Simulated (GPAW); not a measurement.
Runs of GPAW 26.7.0 on ZnS. It takes space group F-43m (No. 216, cubic). Conventional cell: a = 5.404 Å, b = 5.404 Å, c = 5.404 Å, α = 90.00°, β = 90.00°, γ = 90.00°. Zn (site symmetry -43m) is surrounded by 4 S at 2.34 Å. Around S (site symmetry -43m) lie 4 Zn at 2.34 Å. 

```tsv
task	level	potentials or basis	k mesh	cutoff (eV)	maxiter	eigensolver	band path	band points	mesh quality	gap on the mesh (eV)	V0 of scaled cells (Å³/atom)	B0 (GPa)
equation of state	RPBE+D4	the program's PAW data sets (release 1.2.1) made for this functional, pw	7 × 7 × 7	600	150	-	-	-	not flagged	-	19.37	75
single point	YS-PBE0	GPAW PAW data sets (gpaw-data 1.2.1), pw	4 × 4 × 4	450	60	-	-	-	coarse	3.34	-	-
equation of state	revPBE+D3	the program's PAW data sets (release 1.2.1) made for this functional, pw	7 × 7 × 7	600	150	-	-	-	not flagged	-	19.28	83
equation of state	OLYP+D4	PAW data sets generated in the run's folder for this functional, pw	7 × 7 × 7	600	150	davidson	-	-	not flagged	-	(b)	75
band structure	vdW-DF	GPAW PAW data sets (gpaw-data 1.2.1), pw	7 × 7 × 7	600	150	-	GXWKGLUWLK,UX	60	not flagged	(a)	-	-
```

Alike in all rows: no spin polarisation; cell as given; smearing fermi-dirac 0.05 eV.

Problem. Fill in the values left out.

Solution. (a) 2.31; (b) 18.99.

Caveats: some runs use coarse meshes; the PAW data sets were made with another functional, which shifts forces and pressure a little (some runs); exact exchange converges slowly with the k mesh, and this mesh is small (some runs).

